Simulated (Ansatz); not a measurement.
## LaAlO3, pressure series

The reference is LaAlO$_{3}$ in the cubic perovskite structure (space group Pm-3m, No. 221; a = 3.8121 Å).

Cell and atoms are relaxed at each pressure.

Level of theory: PBE (Ansatz, a quantum-chemistry and plane-wave program, PAW, no spin-orbit coupling), earlier PAW set.

Notes on the quantities. electron mass: degenerate bands, along [100].

```json
[
 {"change": "base", "band gap": "3.50 eV", "electron mass": "0.50, 0.71 mₑ (at Γ)", "volume per atom": "11.08 Å³"},
 {"change": "pressure −2 GPa", "band gap": "…", "electron mass": "0.51, 0.72 mₑ (at Γ)", "volume per atom": "11.20 Å³"},
 {"change": "pressure −1 GPa", "band gap": "3.49 eV", "electron mass": "0.50, 0.72 mₑ (at Γ)", "volume per atom": "11.14 Å³"},
 {"change": "pressure 3 GPa", "band gap": "3.53 eV", "electron mass": "0.49, 0.69 mₑ (at Γ)", "volume per atom": "10.91 Å³"},
 {"change": "pressure 7 GPa", "band gap": "3.56 eV", "electron mass": "…", "volume per atom": "10.71 Å³"},
 {"change": "pressure 15 GPa", "band gap": "3.63 eV", "electron mass": "0.46, 0.65 mₑ (at Γ)", "volume per atom": "10.36 Å³"},
 {"change": "pressure 30 GPa", "band gap": "3.70 eV", "electron mass": "0.43, 0.61 mₑ (at Γ)", "volume per atom": "9.82 Å³"},
 {"change": "pressure 75 GPa", "band gap": "3.70 eV", "electron mass": "…", "volume per atom": "…"},
 {"change": "pressure 100 GPa", "band gap": "3.68 eV", "electron mass": "0.38, 0.53 mₑ (at Γ)", "volume per atom": "8.33 Å³"}
]
```

Problem. What belongs in the blanks?

Solution. 
- pressure −2 GPa, band gap: 3.48 eV
- pressure 7 GPa, electron mass: 0.48, 0.68 mₑ (at Γ)
- pressure 75 GPa, electron mass: 0.39, 0.55 mₑ (at Γ)
- pressure 75 GPa, volume per atom: 8.74 Å³

Load acts through the strain it causes; cell and atoms are relaxed under it. Effective masses come from finite differences of ±0.01 Å⁻¹. Stability against distortions was not tested. Competing high-pressure phases were not computed. Many cubic perovskites are stable only at high temperature; tilts and polar distortions were not tested.
